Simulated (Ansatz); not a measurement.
**Pd (omega type): how the settings move a single-point run**

Question: which choices in the input matter for Pd (omega type)?

Program: Ansatz 0.2.0. Level of theory: reference: DFT, PBE, PAW with Ansatz's default frozen-core files, scalar-relativistic. These are calculated values, not measurements.

1 further run of the same task is left out (for a known fault of the program).

## Step 1: The system as given

It takes space group P6/mmm (No. 191, hexagonal). Conventional cell: a = 3.904 Å, b = 3.904 Å, c = 2.319 Å, α = 90.00°, β = 90.00°, γ = 120.00°. Pd (site symmetry 6/mmm) is surrounded by 14 Pd at 2.32 to 2.53 Å. Pd (site symmetry -6m2) has 11 Pd at 2.25 to 2.53 Å as nearest neighbours.

Coordinates:

```cif
data_structure
_symmetry_space_group_name_H-M 'P 1'
_symmetry_Int_Tables_number 1
_cell_length_a 3.9039
_cell_length_b 3.9039
_cell_length_c 2.3194
_cell_angle_alpha 90.000
_cell_angle_beta 90.000
_cell_angle_gamma 120.000
_cell_volume 30.61
loop_
_atom_site_label
_atom_site_type_symbol
_atom_site_fract_x
_atom_site_fract_y
_atom_site_fract_z
_atom_site_occupancy
Pd1 Pd 0.00000 0.00000 0.00000 1
Pd2 Pd 0.33333 0.66667 0.50000 1
Pd3 Pd 0.66667 0.33333 0.50000 1
```

## Step 2: The reference run

input.yaml

```yaml
crystal:
  lattice:
    - [3.9038663883, 0.0, 0.0]
    - [-1.9519331942, 3.3808474653, 0.0]
    - [0.0, 0.0, 2.3194056156]
  atoms:
    - { symbol: Pd, position: [0.0, 0.0, 0.0] }
    - { symbol: Pd, position: [0.3333333333, 0.6666666667, 0.5] }
    - { symbol: Pd, position: [0.6666666667, 0.3333333333, 0.5] }
kpoints:
  mp_grid: { grid: [9, 9, 12] }
scf:
  occupations: { method: fermi_dirac, width: 0.1 }
hamiltonian:
  xc: pbe
  pseudopotentials: { kind: paw }
output:
  forces: true
  stress: true
  eigenvalues: true
  populations: true
```

Started as:

```
ansatz run input.yaml --threads 1 --pin off --max-ram 3072MiB --backend cpu --events-out ev --progress --plain --runs-dir out
```

## Step 3: Changing settings: occupations.method tetrahedron, dispersion d3bj, xc_grid 4, width left out

Changes to input.yaml since step 2:

```diff
@@ -12,3 +12,3 @@
 scf:
-  occupations: { method: fermi_dirac, width: 0.1 }
+  occupations: { method: tetrahedron }
 hamiltonian:
@@ -16,2 +16,3 @@
   pseudopotentials: { kind: paw }
+  dispersion: d3bj
 output:
@@ -21 +22,3 @@
   populations: true
+basis:
+  xc_grid: 4
```

What does the calculation give? Wanted: for each run, ending; energy change; pressure; gap; force.

**Answer**, as computed:

| run | ending | energy change | pressure (GPa) | gap (eV) | force (eV/Å) | cycles | time |
| --- | --- | --- | --- | --- | --- | --- | --- |
| reference | converged | 0 | 214.4 | 0.00 | 0.00 | 6 | 3.8 s |
| 1: occupations.method tetrahedron, dispersion d3bj, xc_grid 4, width left out | converged | -978.6 meV/atom (σ→0) (offset of the dispersion model) | 198.2 | 0.00 | 0.00 | 7 | 3.5 s |

Residual by cycle in the longest SCF loop of each run; runs are numbered as in the table. The quantity is the density residual dr2, in eV.

| cycle | reference | run 1 |
| --- | --- | --- |
| 1 | 0.0213 | 0.0281 |
| 2 | 0.00632 | 0.00612 |
| 3 | 2.0e-5 | 0.0853 |
| 4 | 7.4e-6 | 1.9e-4 |
| 5 | 4.9e-8 | 1.2e-5 |
| 6 | 3.6e-9 | 2.4e-7 |
| 7 | - | 1.3e-8 |

What this shows: The energy moves by -978.6 meV/atom, nearly all of it the dispersion term itself (-979.5 meV/atom); that offset belongs to the model and is no gain or loss of stability; the pressure goes from 214.4 to 198.2 GPa. The structure is not at rest: the sound run finds 214 GPa, so these are no properties of the relaxed crystal. 
